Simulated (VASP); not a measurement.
# Y (P6_3/mmc) in VASP: further runs

One crystal, Y, is run at these levels: PBE, AM05; tasks: relaxation of cell and atoms.

Everything below comes from runs of VASP 6.6.1. Logs are shortened: lines on timing, memory, paths and dates and some standing lists are left out, and cuts for length are marked.

## (1) Starting point

The structure is hexagonal, space group P6_3/mmc (No. 194). The conventional cell has a = 3.657 Å, b = 3.657 Å, c = 5.678 Å, α = 90.00°, β = 90.00°, γ = 120.00°. Y (site symmetry -6m2) is surrounded by 12 Y at 3.54 to 3.66 Å.

## (2) Relaxation of cell and atoms, PBE

File INCAR:

```
PREC = Accurate ; ENCUT = 600
EDIFF = 1E-7 ; ISMEAR = 1
SIGMA = 0.1 ; LREAL = F
LASPH = T ; NELM = 80
ALGO = Normal ; ISIF = 3
LWAVE = F ; LCHARG = F
GGA = PE ; IBRION = 2
NSW = 90 ; EDIFFG = -0.005
```

File KPOINTS:

```
regular mesh
0
Gamma
  12 12 7
```

File POSCAR:

```
Y                                       
1.0
    3.6565141749      0.0000000000      0.0000000000
   -1.8282570875      3.1666341648     -0.0000000000
    0.0000000000     -0.0000000000      5.6780758465
  Y             
     2
Direct
     0.3333333332999970    0.6666666667000030    0.2500000000000000
     0.6666666667000030    0.3333333332999970    0.7500000000000000
```

Potentials or basis: VASP PAW PBE potentials, release 64 (Y_sv).

Started as:

```bash
> cat potpaw_PBE.64/Y_sv/POTCAR > POTCAR
> mpirun -np 1 vasp_std > vasp.out
```

OUTCAR:

```text
PREC = Accurate
   ENCUT = 600
   EDIFF = 1E-7
   ISMEAR = 1
   LREAL = F
   LASPH = T
   NELM = 80
   ISIF = 3
   GGA = PE
   IBRION = 2
   NSW = 90
   EDIFFG = -0.005

 ion  position               nearest neighbor table
   1  0.333  0.667  0.250-   2 3.54   2 3.54   2 3.54   2 3.54   2 3.54   2 3.54
   2  0.667  0.333  0.750-   1 3.54   1 3.54   1 3.54   1 3.54   1 3.54   1 3.54

  LATTYP: Found a hexagonal cell.
 ALAT       =     3.6565141749
 C/A-ratio  =     1.5528658101

  Lattice vectors:

 A1 = (   3.6565141749,   0.0000000000,   0.0000000000)
 A2 = (  -1.8282570875,   3.1666341648,   0.0000000000)
 A3 = (   0.0000000000,   0.0000000000,   5.6780758465)

Analysis of symmetry for initial positions (statically):
=====================================================================
 Subroutine PRICEL returns:
 Original cell was already a primitive cell.

 Routine SETGRP: Setting up the symmetry group for a
 hexagonal supercell.

 Subroutine GETGRP returns: Found 24 space group operations
 (whereof 12 operations were pure point group operations)
 out of a pool of 24 trial point group operations.

The static configuration has the point symmetry D_3d.
 The point group associated with its full space group is D_6h.

Analysis of symmetry for dynamics (positions and initial velocities):
=====================================================================
 Subroutine PRICEL returns:
 Original cell was already a primitive cell.

 Routine SETGRP: Setting up the symmetry group for a
 hexagonal supercell.

 Subroutine GETGRP returns: Found 24 space group operations
 (whereof 12 operations were pure point group operations)
 out of a pool of 24 trial point group operations.

The dynamic configuration has the point symmetry D_3d.
 The point group associated with its full space group is D_6h.

 Subroutine INISYM returns: Found 24 space group operations
 (whereof 12 operations are pure point group operations),
 and found     1 'primitive' translations

----------------------------------------------------------------------------------------

                                     Primitive cell

  volume of cell :      65.7455

  direct lattice vectors                    reciprocal lattice vectors
     3.656514175  0.000000000  0.000000000     0.273484513  0.157896357  0.000000000
    -1.828257087  3.166634165  0.000000000     0.000000000  0.315792715  0.000000000
     0.000000000  0.000000000  5.678075846     0.000000000  0.000000000  0.176115999

  length of vectors
     3.656514175  3.656514175  5.678075846     0.315792715  0.315792715  0.176115999

  position of ions in fractional coordinates (direct lattice)
     0.333333333  0.666666667  0.250000000
     0.666666667  0.333333333  0.750000000

  ion indices of the primitive-cell ions
   primitive index   ion index
                 1           1
                 2           2

----------------------------------------------------------------------------------------

 KPOINTS: regular mesh

Automatic generation of k-mesh.
 Grid dimensions read from file:
 generate k-points for:   12   12    7

 Generating k-lattice:

  Cartesian coordinates                     Fractional coordinates (reciprocal lattice)
     0.022790376  0.013158030  0.000000000     0.083333333  0.000000000  0.000000000
     0.000000000  0.026316060  0.000000000     0.000000000  0.083333333  0.000000000
     0.000000000  0.000000000  0.025159428     0.000000000  0.000000000  0.142857143

  Length of vectors
     0.026316060  0.026316060  0.025159428

  Shift w.r.t. Gamma in fractional coordinates (k-lattice)
     0.000000000  0.000000000  0.000000000

 Subroutine IBZKPT returns following result:
 ===========================================

 Found     76 irreducible k-points:

 Following reciprocal coordinates:
            Coordinates               Weight
  0.000000  0.000000  0.000000      1.000000
  0.083333  0.000000  0.000000      6.000000
  0.166667  0.000000  0.000000      6.000000
  0.250000  0.000000  0.000000      6.000000
  0.333333  0.000000  0.000000      6.000000
  0.416667  0.000000  0.000000      6.000000
[... 16 lines left out ...]
  0.250000  0.000000  0.142857     12.000000
  0.333333  0.000000  0.142857     12.000000
 [... further k-points ...]
   k-points           NKPTS =     76   k-points in BZ     NKDIM =     76   number of bands    NBANDS=     15
   number of dos      NEDOS =    301   number of ions     NIONS =      2
   total plane-waves  NPLWV =  43200
   dimension x,y,z NGX =    30 NGY =   30 NGZ =   48
   dimension x,y,z NGXF=    60 NGYF=   60 NGZF=   96
   ions per type =               2
   NGX,Y,Z   is equivalent  to a cutoff of  13.64, 13.64, 14.05 a.u.
   NGXF,Y,Z  is equivalent  to a cutoff of  27.28, 27.28, 28.11 a.u.
 SYSTEM =  unknown system
   PREC   = accura    normal or accurate (medium, high low for compatibility)
   ISTART =      0    job   : 0-new  1-cont  2-samecut
   ICHARG =      2    charge: 1-file 2-atom 10-const
   ISPIN  =      1    spin polarized calculation?
   LNONCOLLINEAR =      F non collinear calculations
   LSORBIT =      F    spin-orbit coupling
   LASPH  =      T    aspherical Exc in radial PAW
   ENCUT  =  600.0 eV  44.10 Ry    6.64 a.u.   7.30  7.30 11.34*2*pi/ulx,y,z
   NELM   =     80;   NELMIN=  2; NELMDL= -5     # of ELM steps
   EDIFF  = 0.1E-06   stopping-criterion for ELM
   LREAL  =      F    real-space projection
   EDIFFG = -.5E-02   stopping-criterion for IOM
   NSW    =     90    number of steps for IOM
   IBRION =      2    ionic relax: 0-MD 1-quasi-New 2-CG
   NFREE  =      1    steps in history (QN), initial steepest desc. (CG)
   ISIF   =      3    stress and relaxation
   ISYM   =      2    0-nonsym 1-usesym 2-fastsym
   POTIM  = 0.5000    time-step for ionic-motion
   TEBEG  =    0.0;   TEEND  =   0.0 temperature during run
   PSTRESS=    0.0 pullay stress
   NELECT =      22.0000    total number of electrons
   NUPDOWN=      -1.0000    fix difference up-down
   EMIN   =  10.00;   EMAX   =-10.00  energy-range for DOS
   EFERMI =   0.00;   METHOD = LEGACY
   ISMEAR =     1;   SIGMA  =   0.10  broadening in eV -4-tet -1-fermi 0-gaus
   EFERMI_NEDOS =   21; number of points for ismear=-14 and -15
   IALGO  =     38    algorithm
   IMIX   =      4    mixing-type and parameters
     AMIX     =   0.40;   BMIX     =  1.00
     AMIX_MAG =   1.60;   BMIX_MAG =  1.00
  volume/ion in A,a.u.               =      32.87       221.84
  Fermi-wavevector in a.u.,A,eV,Ry     =   1.136563  2.147793 17.575680  1.291776
  Thomas-Fermi vector in A             =   2.273268
   LORBIT       =      0    0 simple, 1 ext, 2 COOP (PROOUT), +10 PAW based schemes
   GGA     = PE    functional components
   LHFCALC =     F    Hartree Fock is set to
   AEXX    =    0.0000 exact exchange contribution
   IVDW    =     0    specifies the selected vdW correction
   LEPSILON=     F    determine dielectric tensor
   LRPA    =     F    only Hartree local field effects (RPA)
 conjugate gradient relaxation of ions
 non-spin polarized calculation
 Methfessel and Paxton  Order N= 1 SIGMA  =   0.10
  energy-cutoff  :      600.00
  volume of cell :       65.75
 maximum number of plane-waves:      2225
 NGX is ok and might be reduce to    30
   NGX = 15   NGY = 15   NGZ = 23

--------------------------------------- Ionic step        1  -------------------------------------------

 number of electron      22.0000001 magnetization

 Free energy of the ion-electron system (eV)
  ---------------------------------------------------
  ext. energy  EPLUGINS =         0.00000000
  ---------------------------------------------------
  free energy    TOTEN  =       -12.86298355 eV

  energy without entropy =      -12.86025631  energy(sigma->0) =      -12.86207447

------------------------ aborting loop because EDIFF is reached ----------------------------------------

  FORCE on cell =-STRESS in cart. coord.  units (eV):
  Direction    XX          YY          ZZ          XY          YZ          ZX
  --------------------------------------------------------------------------------------
  -------------------------------------------------------------------------------------
  Total       -0.0254057     -0.0254057     -0.0052399      0.0000000      0.0000000     -0.0000000
  in kB       -0.6191211     -0.6191211     -0.1276934      0.0000000      0.0000000     -0.0000000
  external PRESSURE =      -0.4553119 kB  Pullay stress =       0.0000000 kB

 VOLUME and BASIS-vectors are now :
 -----------------------------------------------------------------------------
  energy-cutoff  :      600.00
  volume of cell :       65.75
      direct lattice vectors                 reciprocal lattice vectors
     3.656514175  0.000000000  0.000000000     0.273484513  0.157896357  0.000000000
    -1.828257087  3.166634165  0.000000000     0.000000000  0.315792715  0.000000000
     0.000000000  0.000000000  5.678075846     0.000000000  0.000000000  0.176115999
[... 37 lines left out ...]
 POSITION                                       TOTAL-FORCE (eV/Angst)
 -----------------------------------------------------------------------------------
     -0.00000      2.10980      1.41934        -0.000000      0.000000     -0.000000
      1.82714      1.05490      4.25802         0.000000     -0.000000      0.000000
 -----------------------------------------------------------------------------------
    total drift:                               -0.000000      0.000000     -0.000000

  FREE ENERGIE OF THE ION-ELECTRON SYSTEM (eV)
  ---------------------------------------------------
  free  energy   TOTEN  =       -12.8629975814 eV

  energy  without entropy=      -12.8602759853  energy(sigma->0) =      -12.86209038

--------------------------------------- Ionic step        3  -------------------------------------------

 number of electron      22.0000001 magnetization

 Free energy of the ion-electron system (eV)
  ---------------------------------------------------
  ext. energy  EPLUGINS =         0.00000000
  ---------------------------------------------------
  free energy    TOTEN  =       -12.86299799 eV

  energy without entropy =      -12.86027621  energy(sigma->0) =      -12.86209073

 E-fermi :   3.0006     XC(G=0):  -9.4290

 val. band max:        3.0005386261   @ k =   0.4167   0.0833   0.4286
 cond. band min:       3.0016203933   @ k =   0.3333   0.0000   0.4286
 fundamental gap:      0.0010817672
 Fermi energy:         3.0005888422

 k-point     1 :       0.0000    0.0000    0.0000
  band No.  band energies     occupation
      1     -39.6926      2.00000
      2     -39.6165      2.00000
      3     -19.9707      2.00000
      4     -19.4994      2.00000
      5     -19.4994      2.00000
      6     -19.4056      2.00000
      7     -19.4056      2.00000
      8     -19.3626      2.00000
      9      -1.6868      2.00000
     10       1.1560      2.00000
     11       3.9529     -0.00000
     12       4.7327     -0.00000
     13       4.7327     -0.00000
     14       5.1186      0.00000
     15       5.3558      0.00000
[... 397 lines left out ...]
 k-point    24 :       0.3333    0.0000    0.1429
  band No.  band energies     occupation
      1     -39.6492      2.00000
      2     -39.6098      2.00000
      3     -19.8428      2.00000
      4     -19.7264      2.00000
      5     -19.6847      2.00000
      6     -19.5801      2.00000
      7     -19.4542      2.00000
      8     -19.4513      2.00000
      9       0.3364      2.00000
     10       2.1108      2.00000
     11       2.5277      2.00000
     12       3.1488     -0.05688
     13       4.3828     -0.00000
     14       4.7536     -0.00000
     15       4.7650     -0.00000

 [... further k-points ...]

------------------------ aborting loop because EDIFF is reached ----------------------------------------

  FORCE on cell =-STRESS in cart. coord.  units (eV):
  Direction    XX          YY          ZZ          XY          YZ          ZX
  --------------------------------------------------------------------------------------
  -------------------------------------------------------------------------------------
  Total       -0.0016998     -0.0016998      0.0081557      0.0000000     -0.0000000      0.0000000
  in kB       -0.0414736     -0.0414736      0.1989969      0.0000000     -0.0000000      0.0000000
  external PRESSURE =       0.0386832 kB  Pullay stress =       0.0000000 kB

 VOLUME and BASIS-vectors are now :
 -----------------------------------------------------------------------------
  energy-cutoff  :      600.00
  volume of cell :       65.66
      direct lattice vectors                 reciprocal lattice vectors
     3.654446614  0.000000000 -0.000000000     0.273639242  0.157985690  0.000000000
    -1.827223307  3.164843604 -0.000000000    -0.000000000  0.315971380 -0.000000000
    -0.000000000  0.000000000  5.677413652     0.000000000  0.000000000  0.176136541

 POSITION                                       TOTAL-FORCE (eV/Angst)
 -----------------------------------------------------------------------------------
     -0.00000      2.10990      1.41935        -0.000000      0.000000     -0.000000
      1.82722      1.05495      4.25806         0.000000     -0.000000      0.000000
 -----------------------------------------------------------------------------------
    total drift:                               -0.000000      0.000000     -0.000000

  FREE ENERGIE OF THE ION-ELECTRON SYSTEM (eV)
  ---------------------------------------------------
  free  energy   TOTEN  =       -12.8629979917 eV

  energy  without entropy=      -12.8602762079  energy(sigma->0) =      -12.86209073

 reached required accuracy - stopping structural energy minimisation
```

Run time: 1.9 min. Hardware: 1 thread of AMD EPYC 9R45 (Zen 5), shared host; peak memory 0.23 GiB.

Results:

```
Free energy                            : -12.8630 eV
Relaxed volume                         : 32.83 Å³/atom
Relaxed cell                           : a = 3.654 Å, b = 3.654 Å, c = 5.677 Å, α = 90.00°, β = 90.00°, γ = 120.00°
Space group after relaxing (to 0.05 Å) : P6_3/mmc (No. 194)
Energy gained by relaxing              : 0.0 meV/atom
Ionic steps                            : 3
Pressure after relaxing                : 0.0 GPa
Band gap on the k mesh                 : none (metal or under the smearing width)
```

Final structure:
```cif
data_structure
_symmetry_space_group_name_H-M 'P 1'
_symmetry_Int_Tables_number 1
_cell_length_a 3.6544
_cell_length_b 3.6544
_cell_length_c 5.6774
_cell_angle_alpha 90.000
_cell_angle_beta 90.000
_cell_angle_gamma 120.000
_cell_volume 65.66
loop_
_atom_site_label
_atom_site_type_symbol
_atom_site_fract_x
_atom_site_fract_y
_atom_site_fract_z
_atom_site_occupancy
Y1 Y 0.33333 0.66667 0.25000 1
Y2 Y 0.66667 0.33333 0.75000 1
```

(Part 1 of 2 ends here.)
